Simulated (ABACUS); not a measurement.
The system is Ta.

```xyz
1
Lattice="-1.6513 1.6513 1.6513 1.6513 -1.6513 1.6513 1.6513 1.6513 -1.6513" Properties=species:S:1:pos:R:3 pbc="T T T"
Ta    0.0000    0.0000    0.0000
```

| Quantity | Value |
| --- | --- |
| Program | ABACUS 3.10.1 |
| Task | single point |
| Functional | PBE |
| Potentials or basis | PseudoDojo NC SR 0.4.1 PBE standard |
| Cutoff | 1361 eV |
| Density cutoff | 5442 eV |
| Basis | DZP LCAO (the cutoffs set its grid) |
| k mesh | 11 × 11 × 11 |
| Occupations | fermi-dirac, width 0.05 eV |
| Spin | no spin polarisation |

On this cell: pressure 2.8 GPa; band gap on the k mesh none (metal or under the smearing width).

The same run follows on a disturbed copy (cell strained at random at fixed volume):

```
Ta
1.0
    -1.62073    1.65465    1.62924
     1.69780   -1.62617    1.67783
     1.62244    1.62787   -1.60076
Ta
1
Direct
  0.00191 0.97643 0.99590
```

Q: What does the disturbed cell give?

A: The energy (extrapolated to zero smearing) moves by +15.3 meV/atom; pressure 3.2 GPa; band gap on the k mesh none (metal or under the smearing width).

Stress tensor (GPa, compression positive):
```
 2.62 -0.23 -4.51
-0.23  3.90 -1.55
-4.51 -1.55  3.07
```

Caveats: the atomic orbitals were generated for these runs and aren't a published set; the basis of atomic orbitals isn't converged, which shifts pressures, moduli and gaps.
